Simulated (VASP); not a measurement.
# Hf (Im-3m) in VASP: further runs

The runs below take Hf through single point, with r2SCAN.

Everything below comes from runs of VASP 6.6.1. Logs are shortened: lines on timing, memory, paths and dates and some standing lists are left out, and cuts for length are marked.

## 1. The structure

The structure is cubic, space group Im-3m (No. 229). The conventional cell has a = 3.610 Å, b = 3.610 Å, c = 3.610 Å, α = 90.00°, β = 90.00°, γ = 90.00°. Hf (site symmetry m-3m) has 8 Hf at 3.13 Å as nearest neighbours.

This isn't the form of Hf at room conditions, which is hcp.

## 2. Single point, r2SCAN

The input, INCAR:

```
SYSTEM = Hf
ADDGRID = .False.
ALGO = Normal
EDIFF = 1E-7
ENCUT = 400
ISIF = 2
ISMEAR = 1
LASPH = .True.
LCHARG = .False.
LMIXTAU = .True.
LREAL = .False.
LWAVE = .False.
METAGGA = R2SCAN
NELM = 100
PREC = Accurate
SIGMA = 0.02
```

The input, KPOINTS:

```
k-points
0
Gamma
  13 13 13
  0 0 0
```

The input, POSCAR:

```
Hf
1.0
   -1.8050000000      1.8050000000      1.8050000000
    1.8050000000     -1.8050000000      1.8050000000
    1.8050000000      1.8050000000     -1.8050000000
Hf
1
Direct
    0.0000000000      0.0000000000      0.0000000000
```

Potentials or basis: VASP PAW PBE potentials, release 64 (Hf).

On the command line:

```bash
cat potpaw_PBE.64/Hf/POTCAR > POTCAR
mpirun -np 1 vasp_std > vasp.out
```

OUTCAR:

```text
SYSTEM = Hf
   EDIFF = 1E-7
   ENCUT = 400
   ISIF = 2
   ISMEAR = 1
   LASPH = .True.
   LREAL = .False.
   METAGGA = R2SCAN
   NELM = 100
   PREC = Accurate

 Found     84 irreducible k-points:

 Following reciprocal coordinates:
            Coordinates               Weight
  0.000000  0.000000  0.000000      1.000000
  0.076923  0.000000  0.000000     12.000000
  0.153846  0.000000  0.000000     12.000000
  0.230769  0.000000  0.000000     12.000000
  0.307692  0.000000  0.000000     12.000000
  0.384615  0.000000  0.000000     12.000000
   k-points           NKPTS =     84   k-points in BZ     NKDIM =     84   number of bands    NBANDS=      6
   number of dos      NEDOS =    301   number of ions     NIONS =      1
   total plane-waves  NPLWV =   8000
   dimension x,y,z NGX =    20 NGY =   20 NGZ =   20
   dimension x,y,z NGXF=    40 NGYF=   40 NGZF=   40
   ions per type =               1
   NGX,Y,Z   is equivalent  to a cutoff of  10.64, 10.64, 10.64 a.u.
   NGXF,Y,Z  is equivalent  to a cutoff of  21.27, 21.27, 21.27 a.u.
 SYSTEM =  Hf
   PREC   = accura    normal or accurate (medium, high low for compatibility)
   ISTART =      0    job   : 0-new  1-cont  2-samecut
   ICHARG =      2    charge: 1-file 2-atom 10-const
   ISPIN  =      1    spin polarized calculation?
   LNONCOLLINEAR =      F non collinear calculations
   LSORBIT =      F    spin-orbit coupling
   LASPH  =      T    aspherical Exc in radial PAW
   ENCUT  =  400.0 eV  29.40 Ry    5.42 a.u.   5.10  5.10  5.10*2*pi/ulx,y,z
   NELM   =    100;   NELMIN=  2; NELMDL= -5     # of ELM steps
   EDIFF  = 0.1E-06   stopping-criterion for ELM
   LREAL  =      F    real-space projection
[... 7 lines left out ...]
   TEBEG  =    0.0;   TEEND  =   0.0 temperature during run
   PSTRESS=    0.0 pullay stress
   NELECT =       4.0000    total number of electrons
   NUPDOWN=      -1.0000    fix difference up-down
   EMIN   =  10.00;   EMAX   =-10.00  energy-range for DOS
   EFERMI =   0.00;   METHOD = LEGACY
   ISMEAR =     1;   SIGMA  =   0.02  broadening in eV -4-tet -1-fermi 0-gaus
   EFERMI_NEDOS =   21; number of points for ismear=-14 and -15
   IALGO  =     38    algorithm
   IMIX   =      4    mixing-type and parameters
     AMIX     =   0.40;   BMIX     =  1.00
     AMIX_MAG =   1.60;   BMIX_MAG =  1.00
  volume/ion in A,a.u.               =      23.52       158.74
  Fermi-wavevector in a.u.,A,eV,Ry     =   0.906980  1.713943 11.192321  0.822612
  Thomas-Fermi vector in A             =   2.030732
   LORBIT       =      0    0 simple, 1 ext, 2 COOP (PROOUT), +10 PAW based schemes
   METAGGA = R2SCAN    functional components
   LHFCALC =     F    Hartree Fock is set to
   AEXX    =    0.0000 exact exchange contribution
   IVDW    =     0    specifies the selected vdW correction
   LEPSILON=     F    determine dielectric tensor
   LRPA    =     F    only Hartree local field effects (RPA)
 non-spin polarized calculation
 Methfessel and Paxton  Order N= 1 SIGMA  =   0.02
  energy-cutoff  :      400.00
  volume of cell :       23.52
 maximum number of plane-waves:       438
   NGX = 11   NGY = 11   NGZ = 11

 number of electron       4.0000000 magnetization

 Free energy of the ion-electron system (eV)
  ---------------------------------------------------
  ext. energy  EPLUGINS =         0.00000000
  ---------------------------------------------------
  free energy    TOTEN  =       -44.86533624 eV

  energy without entropy =      -44.86531192  energy(sigma->0) =      -44.86532813

 E-fermi :   4.4289     XC(G=0): -11.4424

 val. band max:        4.4283543871   @ k =   0.1538   0.1538   0.0769
 cond. band min:       4.4381165492   @ k =  -0.3846  -0.4615   0.0769
 fundamental gap:      0.0097621621
 Fermi energy:         4.4289445187

 k-point     1 :       0.0000    0.0000    0.0000
  band No.  band energies     occupation
      1      -2.7599      2.00000
      2       6.0972      0.00000
      3       6.0972      0.00000
      4       6.0972      0.00000
      5       8.7566      0.00000
      6       8.7566      0.00000

 k-point     2 :       0.0769    0.0000    0.0000
  band No.  band energies     occupation
      1      -2.5487      2.00000
      2       5.9459      0.00000
      3       6.0302      0.00000
      4       6.3028      0.00000
      5       8.5270      0.00000
      6       8.7545      0.00000

 k-point     3 :       0.1538    0.0000    0.0000
  band No.  band energies     occupation
      1      -1.9432      2.00000
      2       5.5594      0.00000
      3       5.7268      0.00000
      4       6.9087      0.00000
      5       8.2090      0.00000
      6       8.7727      0.00000

 k-point     4 :       0.2308    0.0000    0.0000
  band No.  band energies     occupation
      1      -1.0374      2.00000
      2       5.0787      0.00000
      3       5.1759      0.00000
      4       7.8796      0.00000
      5       8.2244      0.00000
      6       8.8605      0.00000

 k-point     5 :       0.3077    0.0000    0.0000
  band No.  band energies     occupation
      1      -0.0298      2.00000
      2       4.6293     -0.00000
      3       4.7278     -0.00000
      4       8.4610      0.00000
      5       9.0464      0.00000
      6       9.1422      0.00000

 k-point     6 :       0.3846    0.0000    0.0000
  band No.  band energies     occupation
      1       0.7486      2.00000
      2       4.2928      2.00000
      3       4.7340     -0.00000
      4       8.6447      0.00000
      5       9.2994      0.00000
      6      10.5343      0.00000

 [... further k-points ...]
[... 5 lines left out ...]
  --------------------------------------------------------------------------------------
  -------------------------------------------------------------------------------------
  Total       -1.1568784     -1.1568784     -1.1568784     -0.0000000      0.0000000     -0.0000000
  in kB      -78.7964548    -78.7964548    -78.7964548     -0.0000000      0.0000000     -0.0000000
  external PRESSURE =     -78.7964548 kB  Pullay stress =       0.0000000 kB

 VOLUME and BASIS-vectors are now :
 -----------------------------------------------------------------------------
  energy-cutoff  :      400.00
  volume of cell :       23.52
      direct lattice vectors                 reciprocal lattice vectors
    -1.805000000  1.805000000  1.805000000     0.000000000  0.277008310  0.277008310
     1.805000000 -1.805000000  1.805000000     0.277008310  0.000000000  0.277008310
     1.805000000  1.805000000 -1.805000000     0.277008310  0.277008310  0.000000000

 POSITION                                       TOTAL-FORCE (eV/Angst)
 -----------------------------------------------------------------------------------
      0.00000      0.00000      0.00000        -0.000000     -0.000000      0.000000
 -----------------------------------------------------------------------------------
    total drift:                                0.000000      0.000000      0.000000

  FREE ENERGIE OF THE ION-ELECTRON SYSTEM (eV)
  ---------------------------------------------------
  free  energy   TOTEN  =       -44.8653362370 eV

  energy  without entropy=      -44.8653119230  energy(sigma->0) =      -44.86532813
```

Run time: 35 s. Hardware: 1 thread of Intel Xeon Platinum 8488C (Sapphire Rapids), shared host; peak memory 0.13 GiB.

The run converged, but some of its settings lie outside the range that counts as converged, so its numbers aren't taken as properties of the crystal.

What came out:

* Free energy: -44.8653 eV
* Pressure: -7.9 GPa
* Band gap on the k mesh: none (metal or under the smearing width)

Caveat: the PAW data sets were made with another functional, which shifts forces and pressure a little.

## 3. Single point, r2SCAN

Edit INCAR of step 2 so:

```diff
@@ -14,3 +14,3 @@
 NELM = 100
-PREC = Accurate
-SIGMA = 0.02
+PREC = Low
+SIGMA = 0.15
```

KPOINTS is that of step 2.

POSCAR is that of step 2.

Potentials or basis: VASP PAW PBE potentials, release 64 (Hf).

On the command line:

```bash
cat potpaw_PBE.64/Hf/POTCAR > POTCAR
mpirun -np 1 vasp_std > vasp.out
```

It took 18 s on 1 thread of Intel Xeon Platinum 8488C (Sapphire Rapids), shared host; peak memory 0.11 GiB.

These settings aren't checked as converged: the numbers below hold their error.

What came out:

| Quantity | Value |
| --- | --- |
| Free energy | -44.8674 eV |
| Pressure | -7.9 GPa |
| Band gap on the k mesh | none (metal or under the smearing width) |

Caveat: the PAW data sets were made with another functional, which shifts forces and pressure a little.
